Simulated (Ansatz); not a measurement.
# Ga2O3 (C2/m) in Ansatz: relaxation of cell and atoms with PBE

Aim: the relaxation of cell and atoms of Ga2O3 with PBE.

Program: Ansatz 0.2.0. These are calculated values, not measurements. Logs are shortened: lines on timing, memory, paths and dates and some standing lists are left out, and cuts for length are marked.

## 1. The structure

It takes space group C2/m (No. 12, monoclinic). The conventional cell has a = 12.214 Å, b = 3.037 Å, c = 5.798 Å, α = 90.00°, β = 103.83°, γ = 90.00°. Around Ga (site symmetry m) lie 6 O at 1.94 to 2.07 Å. Ga (site symmetry m) is surrounded by 4 O at 1.83 to 1.86 Å. O (site symmetry m) is surrounded by 3 Ga at 1.83 to 1.94 Å. Around O (site symmetry m) lie 4 Ga at 1.86 to 2.07 Å. Around O (site symmetry m) lie 3 Ga at 1.83 to 1.94 Å.

## 2. Relaxation of cell and atoms, PBE

The input, input.yaml:

```yaml
crystal:
  lattice:
    - [6.107, -1.51855, 0.0]
    - [6.107, 1.51855, 0.0]
    - [-1.3859888959, 0.0, 5.630008738]
  atoms:
    - { symbol: Ga, position: [0.34134, 0.34134, 0.68598] }
    - { symbol: Ga, position: [0.65866, 0.65866, 0.31402] }
    - { symbol: Ga, position: [0.9095, 0.9095, 0.2054] }
    - { symbol: Ga, position: [0.0905, 0.0905, 0.7946] }
    - { symbol: O, position: [0.5041, 0.5041, 0.7434] }
    - { symbol: O, position: [0.4959, 0.4959, 0.2566] }
    - { symbol: O, position: [0.8267, 0.8267, 0.4368] }
    - { symbol: O, position: [0.1733, 0.1733, 0.5632] }
    - { symbol: O, position: [0.8355, 0.8355, 0.8902] }
    - { symbol: O, position: [0.1645, 0.1645, 0.1098] }
hamiltonian:
  xc: pbe
  pseudopotentials: { kind: paw }
kpoints:
  mp_grid: { grid: [9, 9, 5] }
scf:
  occupations: { method: fermi_dirac, width: 0.05 }
output:
  forces: true
  stress: true
relax:
  f_tol: 0.01
  max_steps: 40
  cell: { stress_tol: 0.05 }
```

Potentials or basis: Ansatz PAW.

On the command line:

```sh
$ ansatz run input.yaml --threads 2 --pin off --max-ram 5120MiB --backend cpu --events-out ev --progress --plain --runs-dir out
```

The program printed:

```text
Warning: RAYON_NUM_THREADS=2 ignored (pool sized by the plan → 2); use --threads N
basis.fft_grid_basis auto: the FFT boxes are laid along the combinations [[1, -1, 0], [0, 1, 0], [0, 0, 1]] of the cell's own vectors, 3.037, 6.293 and 5.798 Å long. The dense box has 24×45×40 points. Along the cell's own vectors, as sized, it would have 45×45×40, 1.88 times as many. Of the 4 symmetry operations that the crystal satisfies within crystal.symmetry.tolerance (time reversal apart; of a slab, those that keep its plane) the dense box along the cell's own vectors carries 4, and the one as laid loses 2 of those. basis.fft_grid_basis: typed keeps the cell's own vectors: state it where this run's energies or levels are differenced outside the engine with another run's, or held beside a run that keeps those vectors.
Engine: ansatz 0.2.0, aarch64-unknown-linux-gnu
Pseudopotentials: kind: paw
Pseudopotential: Ga, paw, valence charge 13, recommended cutoff 420 eV (normal), Ga.paw.azcp
Pseudopotential: O, paw, valence charge 6, recommended cutoff 420 eV (normal), O.paw.azcp
Functional definition: PBE
  parameter kappa = 0.804
  parameter beta = 0.06672455060314922
  exchange = pbe_x(kappa = kappa, mu = beta*pi^2/3)
  correlation = pbe_c(beta = beta)
Crystal: 10 atoms, lattice volume = 104.423 Å³
Basis set: ecut = 420 eV, 2037 PW (Γ), FFT grids on a1−a2, a2, a3, exchange–correlation on 48×90×80 points (8 copies of the dense FFT grid, shifted against one another)
Bands: 54, of which v1, the nominal top of the filled ones, is band 44 counted from 1 (43 counted from 0)
Symmetry: 4 space group operations
Space group: C2/m (ITA 12), of the structure as read, at distance tolerance 4.7e-5 Å
k-points: 115 of 405
Non-local potential: Ga, projectors of the file, l = 0: 2, l = 1: 2, l = 2: 3, l = 3: 1
Non-local potential: O, projectors of the file, l = 0: 2, l = 1: 2, l = 2: 1
PAW form: soft (Blöchl's): semilocal exchange-correlation on the pseudo side does not see the compensation charge
PAW one-centre angular grid: Ga, 590 points (default); XC on 64 Gauss nodes
PAW one-centre angular grid: O, 110 points (default); XC on 64 Gauss nodes
Initial density: superposition of atomic densities (neutral atoms: chi_scale 0, normalization atom), corrected by the library's trained network
Initial wavefunctions: pseudopotential atomic-orbital guess
Functional: x = pbe(κ = 0.804, μ = 0.2195149727645171), c = pbe(β = 0.06672455060314922)
SCF iter   1: F=—  HF=-18539.971102 eV  |F-HF|=—  |Δ(HF+E_count)|=         —  Δρ=1.11e-3  dr2=4.20e-4  ethr=1.77e-3  ⟨swp⟩=6.0  Hψ=22778  notcnv=0  defer=47
preconditioner: auto → Resta (q_TF=auto, 2.652 Å⁻¹)  ε∞=4.7  [insulator: Δε(μ)=2.438 eV  Ē_g=17.835 eV  σ=0.050 eV  W_gap=1.00  n_scr=34 (ndim 8)  ℏωp=34.1 eV  f_vac=0.014  D(μ)=0.00/eV (n_scr^D=0)  ε∞_Penn≈4.7]
SCF iter   2: F=—  HF=-18539.972119 eV  |F-HF|=—  |Δ(HF+E_count)|=   1.02e-3  Δρ=5.90e-4  dr2=1.34e-4  ethr=4.77e-7  ⟨swp⟩=2.8  Hψ=12900  notcnv=0  defer=182
SCF iter   3: F=—  HF=-18539.972563 eV  |F-HF|=—  |Δ(HF+E_count)|=   4.44e-4  Δρ=2.17e-4  dr2=3.43e-5  ethr=1.53e-7  ⟨swp⟩=2.0  Hψ=10816  notcnv=0  defer=182
SCF iter   4: F=—  HF=-18539.972662 eV  |F-HF|=—  |Δ(HF+E_count)|=   9.87e-5  Δρ=6.38e-5  dr2=3.76e-6  ethr=3.89e-8  ⟨swp⟩=2.0  Hψ=10115  notcnv=0  defer=182
SCF iter   5: F=—  HF=-18539.972665 eV  |F-HF|=—  |Δ(HF+E_count)|=   2.77e-6  Δρ=2.94e-5  dr2=8.54e-7  ethr=4.27e-9  ⟨swp⟩=2.2  Hψ=10663  notcnv=0  defer=182
SCF iter   6: F=—  HF=-18539.972665 eV  |F-HF|=—  |Δ(HF+E_count)|=   3.76e-7  Δρ=1.38e-5  dr2=1.59e-7  ethr=9.70e-10  ⟨swp⟩=2.0  Hψ=10639  notcnv=0  defer=182
SCF iter   7: F=-18539.972665 eV  HF=-18539.972665 eV  |F-HF|=6.18e-9  |Δ(HF+E_count)|=   5.25e-8  Δρ=3.93e-6  dr2=1.06e-8  ethr=1.14e-10  ⟨swp⟩=4.0  Hψ=21136  notcnv=0
SCF 1 converged in 7 iterations: F = -18539.972665 eV  dr2 = 1.06e-8
relax step   1: F+E_penalty+E_count = -18539.97266517 eV  Δ(F+E_penalty+E_count) = +0.000e0 eV  max|allowed force component| = 2.049e-1 eV/Å  Δτ_max = 0.0000 Å  P = +9.556 GPa  Ω = 104.423 Å³  (7 SCF iters, dr2 threshold 1.00e-7 eV, accepted)
Crystal: 10 atoms, lattice volume = 107.401 Å³
Basis set: ecut = 420 eV, 2085 PW (Γ), FFT grids on a1−a2, a2, a3, exchange–correlation on 48×90×80 points (8 copies of the dense FFT grid, shifted against one another)
Initial density: handed on by an earlier stage of this run
Initial wavefunctions: those handed on with the density
iter 1 solved again at ethr=2.33e-5 eV; its pass at ethr=3.10e-3 eV (dr2=2.05e-2 eV) is discarded
SCF iter   1: F=—  HF=-18540.079254 eV  |F-HF|=—  |Δ(HF+E_count)|=         —  Δρ=5.01e-3  dr2=1.98e-2  ethr=2.33e-5  ⟨swp⟩=2.2  Hψ=25388  notcnv=0
preconditioner: auto → Resta (q_TF=auto, 2.639 Å⁻¹)  ε∞=4.7  [insulator: Δε(μ)=2.180 eV  Ē_g=17.569 eV  σ=0.050 eV  W_gap=1.00  n_scr=34 (ndim 8)  ℏωp=33.6 eV  f_vac=0.021  D(μ)=0.00/eV (n_scr^D=0)  ε∞_Penn≈4.7]
SCF iter   2: F=—  HF=-18540.073935 eV  |F-HF|=—  |Δ(HF+E_count)|=   5.32e-3  Δρ=1.58e-3  dr2=1.83e-3  ethr=2.25e-5  ⟨swp⟩=2.6  Hψ=12042  notcnv=0
SCF iter   3: F=—  HF=-18540.073916 eV  |F-HF|=—  |Δ(HF+E_count)|=   1.88e-5  Δρ=7.81e-4  dr2=5.82e-4  ethr=2.08e-6  ⟨swp⟩=1.0  Hψ=6210  notcnv=0
SCF iter   4: F=—  HF=-18540.074122 eV  |F-HF|=—  |Δ(HF+E_count)|=   2.06e-4  Δρ=2.19e-4  dr2=3.85e-5  ethr=6.61e-7  ⟨swp⟩=2.1  Hψ=10062  notcnv=0
SCF iter   5: F=—  HF=-18540.074136 eV  |F-HF|=—  |Δ(HF+E_count)|=   1.38e-5  Δρ=1.43e-4  dr2=1.69e-5  ethr=4.37e-8  ⟨swp⟩=2.0  Hψ=11231  notcnv=0
SCF iter   6: F=-18540.074136 eV  HF=-18540.074136 eV  |F-HF|=7.76e-8  |Δ(HF+E_count)|=   5.34e-7  Δρ=2.83e-5  dr2=7.72e-7  ethr=1.14e-9  ⟨swp⟩=3.0  Hψ=24720  notcnv=0
SCF 2 converged in 6 iterations: F = -18540.074136 eV  dr2 = 7.72e-7
[... 66 lines left out ...]
SCF iter   3: F=—  HF=-18540.117816 eV  |F-HF|=—  |Δ(HF+E_count)|=   9.82e-7  Δρ=8.54e-5  dr2=5.32e-6  ethr=2.79e-8  ⟨swp⟩=2.0  Hψ=10721  notcnv=0
SCF iter   4: F=—  HF=-18540.117817 eV  |F-HF|=—  |Δ(HF+E_count)|=   7.58e-7  Δρ=2.58e-5  dr2=6.65e-7  ethr=6.05e-9  ⟨swp⟩=2.0  Hψ=10142  notcnv=0
SCF iter   5: F=-18540.117817 eV  HF=-18540.117817 eV  |F-HF|=6.91e-8  |Δ(HF+E_count)|=   1.45e-7  Δρ=1.54e-5  dr2=1.89e-7  ethr=6.07e-10  ⟨swp⟩=4.0  Hψ=19361  notcnv=0
SCF 8 converged in 5 iterations: F = -18540.117817 eV  dr2 = 1.89e-7
relax step   8: F+E_penalty+E_count = -18540.11781711 eV  Δ(F+E_penalty+E_count) = +8.778e-4 eV  max|allowed force component| = 2.084e-3 eV/Å  Δτ_max = 0.0030 Å  P = +0.023 GPa  Ω = 109.625 Å³  energy of the carried Pulay correction = -1.273e-3 eV  (5 SCF iters, dr2 threshold 5.34e-7 eV, accepted)
iter 1 solved again at ethr=5.37e-8 eV; its pass at ethr=3.10e-3 eV (dr2=4.73e-5 eV) is discarded
SCF iter   1: F=—  HF=-18540.118617 eV  |F-HF|=—  |Δ(HF+E_count)|=         —  Δρ=1.53e-4  dr2=8.39e-7  ethr=5.37e-8  ⟨swp⟩=3.0  Hψ=39998  notcnv=0
preconditioner: auto → Resta (q_TF=auto, 2.630 Å⁻¹)  ε∞=4.6  [insulator: Δε(μ)=2.019 eV  Ē_g=17.434 eV  σ=0.050 eV  W_gap=1.00  n_scr=34 (ndim 8)  ℏωp=33.3 eV  f_vac=0.020  D(μ)=0.00/eV (n_scr^D=0)  ε∞_Penn≈4.6]
SCF iter   2: F=—  HF=-18540.118974 eV  |F-HF|=—  |Δ(HF+E_count)|=   3.58e-4  Δρ=7.74e-5  dr2=2.11e-7  ethr=9.53e-10  ⟨swp⟩=2.0  Hψ=11100  notcnv=0
SCF iter   3: F=—  HF=-18540.119046 eV  |F-HF|=—  |Δ(HF+E_count)|=   7.21e-5  Δρ=2.16e-5  dr2=3.31e-8  ethr=2.40e-10  ⟨swp⟩=2.0  Hψ=8217  notcnv=0
SCF iter   4: F=—  HF=-18540.119052 eV  |F-HF|=—  |Δ(HF+E_count)|=   5.73e-6  Δρ=2.06e-6  dr2=2.12e-9  ethr=3.76e-11  ⟨swp⟩=2.0  Hψ=10241  notcnv=0
SCF iter   5: F=—  HF=-18540.119052 eV  |F-HF|=—  |Δ(HF+E_count)|=   2.11e-8  Δρ=9.18e-7  dr2=6.45e-10  ethr=2.41e-12  ⟨swp⟩=2.1  Hψ=10483  notcnv=0
SCF iter   6: F=-18540.119052 eV  HF=-18540.119052 eV  |F-HF|=1.02e-10  |Δ(HF+E_count)|=   5.54e-9  Δρ=1.87e-7  dr2=3.12e-11  ethr=1.00e-12  ⟨swp⟩=2.3  Hψ=22854  notcnv=0
SCF 9 converged in 6 iterations: F = -18540.119052 eV  dr2 = 3.12e-11
relax step   9: F+E_penalty+E_count = -18540.11905218 eV  Δ(F+E_penalty+E_count) = -1.235e-3 eV  max|allowed force component| = 2.177e-3 eV/Å  Δτ_max = 0.0000 Å  P = +0.031 GPa  Ω = 109.625 Å³  stress off target by 4.37e-2 GPa  SCF on the basis re-selected at this cell (its energy is not comparable with the rows above)  (6 SCF iters)
basis re-selected at this cell: Δ(F+E_penalty+E_count) = -1.235e-3 eV, ΔP = +0.008 GPa vs the last step (what re-selecting the basis moved, of the pressure what is left beyond the Pulay correction that the steps carried, after the strain that the cell walked since its last selection, with what the two solves' SCF thresholds leave and, on support functions, any second-order correction that the steps lacked; it is no measure of the basis error at this ecutwfc). This SCF's stress stands 4.37e-2 GPa from its target on what of the cell is left free (relax.cell.stress_tol is 5.00e-2 GPa) and its largest allowed force component is 2.18e-3 eV/Å (relax.f_tol is 1.00e-2 eV/Å): within both
SCF converged after 6 iterations
Free energy (F): -18540.119052 eV
Harris-Foulkes:  -18540.119052 eV  (|F-HF|=1.02e-10)
Internal energy: -18540.119052 eV  (E = F + TS)
E sigma→0 (E₀):  -18540.119052 eV
Fermi energy:    8.664819 eV
--- Per-component energies (eV) ---
  E_band       = -146.174518
  E_kinetic    = 1514.190264
  E_local      = -9270.289476  (includes V_loc(G=0)·N_el)
  E_nonlocal   = 2020.202648
  E_hartree    = 4150.404945
  E_xc         = -710.602675
  E_vxc        = -787.672829  (∫ρ·V_xc dr)
  E_paw        = -8942.042453  (= ΣΔE_a)
  E_vpaw       = -1923.429752  (= ΣTr[D̂ρ^β])
  E_aug_tail   = 0.014299  (compensation charges beyond the density's cutoff)
  E_ewald      = -7301.996604
  E_smearing   = -0.000000  (= −TS)
  E_closure    = 0.000000  (closes the sum)
  Σ components = -18540.119052   (vs F -18540.119052, Δ=0.00e0)
--- Forces (eV/Å), atoms counted from 1 ---
  atom   1  Ga     0.00067989    -0.00000000    -0.00093021
  atom   2  Ga    -0.00067989     0.00000000     0.00093021
  atom   3  Ga     0.00203860    -0.00000000     0.00111719
  atom   4  Ga    -0.00203860     0.00000000    -0.00111719
  atom   5  O     -0.00056901    -0.00000000    -0.00076232
  atom   6  O      0.00056901     0.00000000     0.00076232
  atom   7  O     -0.00030026    -0.00000000     0.00043314
  atom   8  O      0.00030026     0.00000000    -0.00043314
  atom   9  O      0.00055236     0.00000000    -0.00217695
  atom  10  O     -0.00055236    -0.00000000     0.00217695
  max |Σ_I F_I| component: 4.34e-19 eV/Å
--- Stress (GPa, compression-positive) ---
        0.043654       0.000000       0.000075
        0.000000       0.008675       0.000000
        0.000075       0.000000       0.041989
  P = ⅓ Tr σ = 0.0314 GPa (0.314 kbar)
--- Relaxed structure (7 steps of the walk, 7 accepted, 2 SCFs on fresh bases) ---
  F+E_penalty+E_count = -18540.11905218 eV   max|allowed force component| = 2.177e-3 eV/Å   (the final SCF, on the basis selected at the relaxed cell)
  cell:  # Å, volume = 109.6250 Å³
    - [6.226064875295903, -1.5417888829471107, 0.011168553156075782]
    - [6.226064875295903, 1.5417888829471107, 0.011168553156075768]
    - [-1.402714545677684, -2.5826665603400728e-17, 5.707550712391798]
  atoms:
    - { symbol: Ga, position: [0.34149312277038935, 0.34149312277038935, 0.6858857548580428] }
    - { symbol: Ga, position: [0.6585068772296109, 0.6585068772296109, 0.3141142451419575] }
    - { symbol: Ga, position: [0.9100615918813256, 0.9100615918813256, 0.205284812913202] }
    - { symbol: Ga, position: [0.08993840811867436, 0.08993840811867435, 0.7947151870867981] }
    - { symbol: O, position: [0.5039871529666298, 0.5039871529666298, 0.7433576992284] }
    - { symbol: O, position: [0.49601284703337045, 0.49601284703337045, 0.2566423007716003] }
    - { symbol: O, position: [0.8263091486346117, 0.8263091486346117, 0.435695789833245] }
    - { symbol: O, position: [0.17369085136538825, 0.17369085136538825, 0.5643042101667554] }
    - { symbol: O, position: [0.836455147369479, 0.836455147369479, 0.8908256338059285] }
    - { symbol: O, position: [0.16354485263052096, 0.16354485263052096, 0.10917436619407192] }
```

It took 4.9 min on 2 threads of Arm Neoverse N1, shared host; peak memory 0.74 GiB.

What came out:

```yaml
Free_energy: -18540.1191 eV
Relaxed_volume: 10.96 Å³/atom
Relaxed_cell: a = 6.414 Å, b = 6.414 Å, c = 5.877 Å, α = 103.30°, β = 103.30°, γ = 27.82°
Space_group_after_relaxing_to_0.05_Å: C2/m (No. 12)
Energy_gained_by_relaxing: 14.6 meV/atom
Ionic_steps: 9
Pressure_after_relaxing: 0.0 GPa
Band_gap_on_the_k_mesh: 2.02 eV
```

Forces on the atoms (eV/Å):
```
Ga   0.001  0.000 -0.001
Ga  -0.001  0.000  0.001
Ga   0.002  0.000  0.001
Ga  -0.002  0.000 -0.001
O   -0.001  0.000 -0.001
O    0.001  0.000  0.001
O    0.000  0.000  0.000
O    0.000  0.000  0.000
O    0.001  0.000 -0.002
O   -0.001  0.000  0.002
```

The path:
| step | energy change (eV) | largest force (eV/Å) | volume (Å³) |
| --- | --- | --- | --- |
| 1 | 0.0000 | 0.2189 | 104.42 |
| 2 | -0.1015 | 0.1307 | 107.40 |
| 3 | -0.1165 | 0.0267 | 109.26 |
| 4 | -0.1163 | 0.0124 | 109.38 |
| 5 | -0.1165 | 0.0170 | 109.35 |
| 6 | -0.1165 | 0.0022 | 109.35 |
| 7 | -0.1460 | 0.0039 | 109.35 |
| 8 | -0.1452 | 0.0022 | 109.63 |
| 9 | -0.1464 | 0.0023 | 109.63 |

Final structure:
```
CELL_PARAMETERS angstrom
6.22606 -1.54179 0.01117
6.22606 1.54179 0.01117
-1.40271 0.00000 5.70755
ATOMIC_POSITIONS crystal
Ga 0.34149 0.34149 0.68589
Ga 0.65851 0.65851 0.31411
Ga 0.91006 0.91006 0.20528
Ga 0.08994 0.08994 0.79472
O 0.50399 0.50399 0.74336
O 0.49601 0.49601 0.25664
O 0.82631 0.82631 0.43570
O 0.17369 0.17369 0.56430
O 0.83646 0.83646 0.89083
O 0.16354 0.16354 0.10917
```

Caveat: odd divisions of the mesh miss points on the zone boundary, where band edges often lie, so the gap on the mesh can be too wide; the plane-wave basis is chosen anew once the cell has moved, so the energies of steps on either side of that aren't comparable; the pressure holds a Pulay correction of +0.7 GPa for the finite cutoff.
